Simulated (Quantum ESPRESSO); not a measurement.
Runs of Quantum ESPRESSO 7.5 on C. It takes space group Fd-3m (No. 227, cubic). The conventional cell has a = 3.567 Å, b = 3.567 Å, c = 3.567 Å, α = 90.00°, β = 90.00°, γ = 90.00°. C (site symmetry -43m) is surrounded by 4 C at 1.54 Å. This isn't the form of C at room conditions, which is graphite.

```tsv
task	level	potentials or basis	cell	k mesh	cutoff (eV)	smearing	iterations	form of the LDA correlation	k mesh for the Wannier functions	gap on the mesh (eV)	pressure (GPa)
energy-loss spectrum	PBEsol	GBRV 1.5 PBE	as given	10 × 10 × 10	612	cold 0.2 eV	300	-	-	(b)	-2.2
Wannier functions	LDA	PseudoDojo 0.4.1 SR LDA standard	as given	10 × 10 × 10	1116	fermi-dirac 0.05 eV	-	PW92	8 × 8 × 8	4.18	-11.2
single point	PBE	SG15 PBE 1.2	as given	10 × 10 × 10	952	fermi-dirac 0.05 eV	-	-	-	4.21	-
phonons	WC	PseudoDojo 0.4.1 SR PBE standard	relaxed	13 × 13 × 13	1116	methfessel-paxton 0.136 eV	-	-	-	(a)	0.0
```

Alike in all rows: no spin polarisation.

Task: Fill in the values left out.

Result: (a) 4.08; (b) 4.01.

Caveats: the potentials were made for another functional, which shifts forces and pressure (some runs); this smearing can shift energies of a crystal with a gap (some runs); on a mesh that holds Γ this program's dielectric tensor can be off by some percent beyond the error of the mesh (some runs); an odd mesh through Γ misses points on the zone boundary, where band edges often lie (some runs).

Not every run made on this cell is shown here.
